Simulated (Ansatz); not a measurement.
# LiNbO3: the cost of one run

Program: Ansatz 0.2.0. Level of theory: DFT PBE, scalar-relativistic, plane waves, PAW. These are calculated values, not measurements.

1 further run of the same task is left out (set aside as unsound or not needed).

## Step 1: The structure to begin with

It takes space group R3c (No. 161, trigonal). The conventional cell has a = 5.190 Å, b = 5.190 Å, c = 14.014 Å, α = 90.00°, β = 90.00°, γ = 120.00°. Li (site symmetry 3) is surrounded by 6 O at 2.08 to 2.27 Å. Nb (site symmetry 3) has 6 O at 1.88 to 2.16 Å as nearest neighbours. Around O (site symmetry 1) lie 2 Nb at 1.88 to 2.16 Å and 2 Li at 2.08 to 2.27 Å.

As a file:

```cif
data_structure
_symmetry_space_group_name_H-M 'P 1'
_symmetry_Int_Tables_number 1
_cell_length_a 5.5498
_cell_length_b 5.5498
_cell_length_c 5.5498
_cell_angle_alpha 55.750
_cell_angle_beta 55.750
_cell_angle_gamma 55.750
_cell_volume 108.95
loop_
_atom_site_label
_atom_site_type_symbol
_atom_site_fract_x
_atom_site_fract_y
_atom_site_fract_z
_atom_site_occupancy
Li1 Li 0.28160 0.28160 0.28160 1
Li2 Li 0.78160 0.78160 0.78160 1
Nb1 Nb 0.00045 0.00045 0.00045 1
Nb2 Nb 0.50045 0.50045 0.50045 1
O1 O 0.11044 0.35817 0.72115 1
O2 O 0.72115 0.11044 0.35817 1
O3 O 0.35817 0.72115 0.11044 1
O4 O 0.22115 0.85817 0.61044 1
O5 O 0.85817 0.61044 0.22115 1
O6 O 0.61044 0.22115 0.85817 1
```

It is the result of an earlier relaxation at this level (volume 10.90 Å³/atom; gap on the mesh: 3.57 eV).

## Step 2: Band edges and mean potential of the bulk

Contents of input.yaml:

```yaml
crystal:
  lattice:
    - [2.5947509056, 1.4980801338, 4.6714922736]
    - [-2.5947509056, 1.4980801338, 4.6714922736]
    - [0.0, -2.9961602677, 4.6714922736]
  atoms:
    - { symbol: Li, position: [0.2816005463, 0.2816005463, 0.2816005463] }
    - { symbol: Li, position: [0.7816005463, 0.7816005463, 0.7816005463] }
    - { symbol: Nb, position: [0.0004548847, 0.0004548847, 0.0004548847] }
    - { symbol: Nb, position: [0.5004548847, 0.5004548847, 0.5004548847] }
    - { symbol: O, position: [0.1104435973, 0.3581703174, 0.7211456543] }
    - { symbol: O, position: [0.7211456543, 0.1104435973, 0.3581703174] }
    - { symbol: O, position: [0.3581703174, 0.7211456543, 0.1104435973] }
    - { symbol: O, position: [0.2211456543, 0.8581703174, 0.6104435973] }
    - { symbol: O, position: [0.8581703174, 0.6104435973, 0.2211456543] }
    - { symbol: O, position: [0.6104435973, 0.2211456543, 0.8581703174] }
basis:
  ecutwfc: 420
kpoints:
  mp_grid: { grid: [6, 6, 6] }
  band_path: { path: [VBM, CBM], npoints: 2 }
hamiltonian:
  xc: pbe
scf:
  occupations: { method: gaussian, width: 0.02 }
output:
  forces: true
  stress: true
  eigenvalues: true
```

Command:

```
> ansatz run input.yaml --threads 2 --pin off --max-ram 5120MiB --backend cpu --events-out ev --progress --plain --runs-dir out
```

**Question.** How long does this run take on 2 threads of Intel Xeon 6975P-C (Granite Rapids), shared host, and how much memory does it need?

About 19 s, with a peak of 0.49 GiB.
